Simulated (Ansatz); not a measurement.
# Residual resistivity of an alloy: Au(111) with 4 layers of random Au-Pt, 2x2

Aim: the residual resistivity of a random alloy, from Au(111) with 4 layers of random Au-Pt, 2x2 and longer regions.

Program: Ansatz 0.2.0. Level of theory: Ansatz plane-wave DFT, PBE, PAW files; ballistic transport by layer matching (Landauer), zero bias; PAW set soft_1. Results are calculated unless marked as measured.

Report form: the programs' logs are mostly left out.

### 1. The starting structure

The cell holds 40 atoms: 38 Au and 2 Pt. Cell: a = 5.768 Å, b = 5.768 Å, c = 23.605 Å, α = 93.5°, β = 86.5°, γ = 120.0°. It derives from Au. Regions: lead, 24 atoms (24 Au); scattering region, 16 atoms (14 Au and 2 Pt). The structure is stacked along c, and the current runs across the ab planes.

### 2. With 4 alloy layers

In 4 layers a share of 0.125 of the sites is given to Pt at random. The layers about the cell's end stay perfect and serve as the lead. Energies from -0.05 to 0.05 eV in steps of 0.05 eV are too few for the program's thermal sum, so it prints no conductance; for a metal the transmission near the Fermi level serves, at a fraction of the cost.

input.yaml reads:

```yaml
crystal:
  lattice:
    - [5.7675164607, 0.0, 0.0]
    - [-2.8837582304, 4.9948157718, 0.0]
    - [1.4418791152, -0.8324692953, 23.5457873532]
  atoms:
    - { symbol: Au, position: [0.9916666667, 0.0083333333, 0.05] }
    - { symbol: Au, position: [0.9916666667, 0.5083333333, 0.05] }
    - { symbol: Au, position: [0.4916666667, 0.0083333333, 0.05] }
    - { symbol: Au, position: [0.4916666667, 0.5083333333, 0.05] }
    - { symbol: Au, position: [0.1416666667, 0.3583333333, 0.15] }
    - { symbol: Au, position: [0.1416666667, 0.8583333333, 0.15] }
    - { symbol: Au, position: [0.6416666667, 0.3583333333, 0.15] }
    - { symbol: Au, position: [0.6416666667, 0.8583333333, 0.15] }
[... 28 atom lines left out ...]
    - { symbol: Au, position: [0.8416666667, 0.1583333333, 0.95] }
    - { symbol: Au, position: [0.8416666667, 0.6583333333, 0.95] }
    - { symbol: Au, position: [0.3416666667, 0.1583333333, 0.95] }
    - { symbol: Au, position: [0.3416666667, 0.6583333333, 0.95] }
kpoints:
  mp_grid: { grid: [5, 5, 1] }
hamiltonian:
  xc: pbe
  pseudopotentials: { kind: paw, azcp: { folder: soft_1 } }
scf:
  occupations: { method: fermi_dirac, width: 0.1 }
output:
  transmission:
    leads: [[0, 4]]
    kmesh: [10, 10]
    e_range: [-0.05, 0.05]
    de: 0.05
  write_potential: true
  write_density: true
  volumetric_format: npy
```

Started as:

```console
$ ansatz run input.yaml --threads 4 --pin off --max-ram 15360MiB --backend cpu --events-out ev --progress --plain --runs-dir out
```

Run time: 6.9 min. Hardware: 4 threads of Arm Neoverse V1, shared host; peak memory 5.6 GiB; 24 min of CPU time.

Numbers from this step:

| Item | Value |
| --- | --- |
| free energy | -524794.3394 eV |
| energy at zero smearing | -524794.1104 eV |
| Fermi energy | 20.67 eV |
| cell area | 28.81 Å² |
| transmission per spin nearest the Fermi level | 2.820 |
| open channels per spin nearest the Fermi level | 3.21 |
| step of the lead's potential | 8.9 meV |

Per spin. The transmission, zone mean by energy, zero at the Fermi level:

```csv
energy (eV),"transmission, zone mean"
-0.0500,2.77
0.0000,2.82
0.0500,2.84
```

Per spin. The open channels, zone mean, lead stays at 3.21 for energy from -0.05 to 0.05 eV.

Transmission over k1 and k2. At 0.0000 eV from the Fermi level.

Ten even steps from '0' (2.32) to '9' (3.55):
```
2824112443
4293253444
4439194444
1121452432
0159555951
1234254121
4444491934
4444352392
2344211428
7244101442
```
Columns: k1 (b1) from -0.5 to 0.4; rows upwards: k2 (b2) from -0.5 to 0.4.

Open channels over k1 and k2. At 0.0000 eV from the Fermi level.

Ten even steps from '_' (3.00) to '@' (4.00):
```
__@@______@@________
____@@____@@________
______@@__@@________
____________________
@@@@@@@@______@@@@@@
____________________
__________@@__@@____
__________@@____@@__
__________@@______@@
@@________@@________
```
Columns: k1 (b1) from -0.5 to 0.4; rows upwards: k2 (b2) from -0.5 to 0.4.

Over the solved energies the transmission per spin lies between 2.77 and 2.84, out of 3.21 channels of the lead on average (up to 3.21).

### 3. With 8 alloy layers

In 8 layers a share of 0.125 of the sites is given to Pt at random. A fresh draw is used; the growth of the resistance with length is what counts.

System of this step: Au(111) with 8 layers of random Au-Pt, 2x2. The cell holds 56 atoms: 52 Au and 4 Pt. Its edges and angles: a = 5.768 Å, b = 5.768 Å, c = 33.006 Å, α = 87.5°, β = 92.5°, γ = 120.0°. It derives from Au. Regions: lead, 24 atoms (24 Au); scattering region, 32 atoms (28 Au and 4 Pt). The structure is stacked along c, and the current runs across the ab planes.

input.yaml reads:

```yaml
crystal:
  lattice:
    - [5.7675164607, 0.0, 0.0]
    - [-2.8837582304, 4.9948157718, 0.0]
    - [-1.4418791152, 0.8324692953, 32.9641022945]
  atoms:
    - { symbol: Au, position: [0.005952381, 0.994047619, 0.0357142857] }
    - { symbol: Au, position: [0.005952381, 0.494047619, 0.0357142857] }
    - { symbol: Au, position: [0.505952381, 0.994047619, 0.0357142857] }
    - { symbol: Au, position: [0.505952381, 0.494047619, 0.0357142857] }
    - { symbol: Au, position: [0.1845238095, 0.3154761905, 0.1071428571] }
    - { symbol: Au, position: [0.1845238095, 0.8154761905, 0.1071428571] }
    - { symbol: Au, position: [0.6845238095, 0.3154761905, 0.1071428571] }
    - { symbol: Au, position: [0.6845238095, 0.8154761905, 0.1071428571] }
[... 44 atom lines left out ...]
    - { symbol: Au, position: [0.3273809524, 0.1726190476, 0.9642857143] }
    - { symbol: Au, position: [0.3273809524, 0.6726190476, 0.9642857143] }
    - { symbol: Au, position: [0.8273809524, 0.1726190476, 0.9642857143] }
    - { symbol: Au, position: [0.8273809524, 0.6726190476, 0.9642857143] }
kpoints:
  mp_grid: { grid: [5, 5, 1] }
hamiltonian:
  xc: pbe
  pseudopotentials: { kind: paw, azcp: { folder: soft_1 } }
scf:
  occupations: { method: fermi_dirac, width: 0.1 }
output:
  transmission:
    leads: [[0, 4]]
    kmesh: [10, 10]
    e_range: [-0.05, 0.05]
    de: 0.05
  write_potential: true
  write_density: true
  volumetric_format: npy
```

The job ended after 16 min (4 threads; peak memory 8.9 GiB).

This step gave:

```
free energy                                   : -733960.4820 eV
energy at zero smearing                       : -733960.1857 eV
Fermi energy                                  : 20.63 eV
transmission per spin nearest the Fermi level : 2.519
step of the lead's potential                  : 13.8 meV
```

Per spin. The transmission, zone mean by energy, zero at the Fermi level:

```csv
energy (eV),"transmission, zone mean"
-0.0500,2.51
0.0000,2.52
0.0500,2.53
```

Over the solved energies the transmission per spin lies between 2.51 and 2.53, out of 3.21 channels of the lead on average (up to 3.21).

### 4. With 12 alloy layers

In 12 layers a share of 0.125 of the sites is given to Pt at random. A fresh draw is used; the growth of the resistance with length is what counts.

System of this step: Au(111) with 12 layers of random Au-Pt, 2x2. The cell holds 72 atoms: 66 Au and 6 Pt. Its edges and angles: a = 5.768 Å, b = 5.768 Å, c = 42.382 Å, α = 90.0°, β = 90.0°, γ = 120.0°. It derives from Au. Regions: lead, 24 atoms (24 Au); scattering region, 48 atoms (42 Au and 6 Pt). The structure is stacked along c, and the current runs across the ab planes.

input.yaml reads:

```yaml
crystal:
  lattice:
    - [5.7675164607, 0.0, 0.0]
    - [-2.8837582304, 4.9948157718, 0.0]
    - [0.0, 0.0, 42.3824172358]
  atoms:
    - { symbol: Au, position: [0.0, 0.0, 0.0277777778] }
    - { symbol: Au, position: [0.0, 0.5, 0.0277777778] }
    - { symbol: Au, position: [0.5, 0.0, 0.0277777778] }
    - { symbol: Au, position: [0.5, 0.5, 0.0277777778] }
    - { symbol: Au, position: [0.1666666667, 0.3333333333, 0.0833333333] }
    - { symbol: Au, position: [0.1666666667, 0.8333333333, 0.0833333333] }
    - { symbol: Au, position: [0.6666666667, 0.3333333333, 0.0833333333] }
    - { symbol: Au, position: [0.6666666667, 0.8333333333, 0.0833333333] }
[... 60 atom lines left out ...]
    - { symbol: Au, position: [0.3333333333, 0.1666666667, 0.9722222222] }
    - { symbol: Au, position: [0.3333333333, 0.6666666667, 0.9722222222] }
    - { symbol: Au, position: [0.8333333333, 0.1666666667, 0.9722222222] }
    - { symbol: Au, position: [0.8333333333, 0.6666666667, 0.9722222222] }
kpoints:
  mp_grid: { grid: [5, 5, 1] }
hamiltonian:
  xc: pbe
  pseudopotentials: { kind: paw, azcp: { folder: soft_1 } }
scf:
  occupations: { method: fermi_dirac, width: 0.1 }
output:
  transmission:
    leads: [[0, 4]]
    kmesh: [10, 10]
    e_range: [-0.05, 0.05]
    de: 0.05
  write_potential: true
  write_density: true
  volumetric_format: npy
```

Elapsed: 43 min, on 4 threads; peak memory 9.9 GiB.

Numbers from this step:

| Item | Value |
| --- | --- |
| free energy | -943126.3325 eV |
| energy at zero smearing | -943125.9150 eV |
| Fermi energy | 20.59 eV |
| transmission per spin nearest the Fermi level | 2.296 |
| step of the lead's potential | 7.6 meV |

Per spin. The transmission, zone mean by energy, zero at the Fermi level:

```csv
energy (eV),"transmission, zone mean"
-0.0500,2.23
0.0000,2.30
0.0500,2.31
```

Over the solved energies the transmission per spin lies between 2.23 and 2.31, out of 3.21 channels of the lead on average (up to 3.21).

### 5. The fit

This step: Ansatz plane-wave DFT, PBE, PAW files; ballistic transport by layer matching (Landauer), zero bias; residual resistivity from the slope of the area resistance, atoms on the host's lattice; PAW set soft_1 (Ansatz 0.2.0).

Numbers from this step:

* resistivity: 16.40 µΩ cm
* intercept: 0.009768 fΩ m²
* scatter about the fit: 4.88e-4 fΩ m²

Resistance, by row:

```csv
run,length (Å),T,channels N,RA (fΩ m²)
n4,9.418,2.811,3.21,0.1645
n8,18.84,2.519,3.21,0.3179
n12,28.25,2.279,3.21,0.4734
```

Table of area resistance by length of the alloy:

```csv
length of the alloy (Å),area resistance (fΩ m²)
9.42,0.165
18.84,0.318
28.25,0.473
```

The area resistance goes from 0.16 to 0.47 fΩ m² between 9.4 and 28.3 Å, a slope of 16 µΩ cm.

By hand from the end points: (0.4734 − 0.1645) fΩ m² / (28.25 − 9.42) Å = 16 µΩ cm, since 1 fΩ m² per Å is 1000 µΩ cm.

### 6. Results

| Quantity | Value |
| --- | --- |
| resistivity from the slope | 16.4 µΩ cm |
| area resistance over 9.42 Å | 0.165 fΩ m² |
| area resistance over 18.8 Å | 0.318 fΩ m² |
| area resistance over 28.3 Å | 0.473 fΩ m² |

The slope gives 16 µΩ cm. The points scatter by 4.9e-4 fΩ m² about the line, with one random draw a length in a 2x2 cell, so the slope is a rough value. Read with a model of isotropic scattering on a spherical Fermi surface and the lead's 0.86×10¹⁵ S/m², this slope means a mean free path near 57 Å; over these lengths the model's slope is 1.08 times its bulk resistivity, which would be 15 µΩ cm. The draw over the shortest length came out nearly ordered, with 8 symmetry operations, so that point is a poor sample of a random alloy. The atoms sit on the host's lattice, so scattering by size misfit is left out. Spin-orbit coupling is left out, which matters for Au and Pt.

[Logs are printed without paths, hosts, clocks, repeated set-up lines and the standing remarks that a program may print on its own settings, such as how far it seeks lower states.]

[Hosts, paths, dates, database ids (printed as entryN), source tags and the programs' standing remarks are cut or masked in the printed files.]
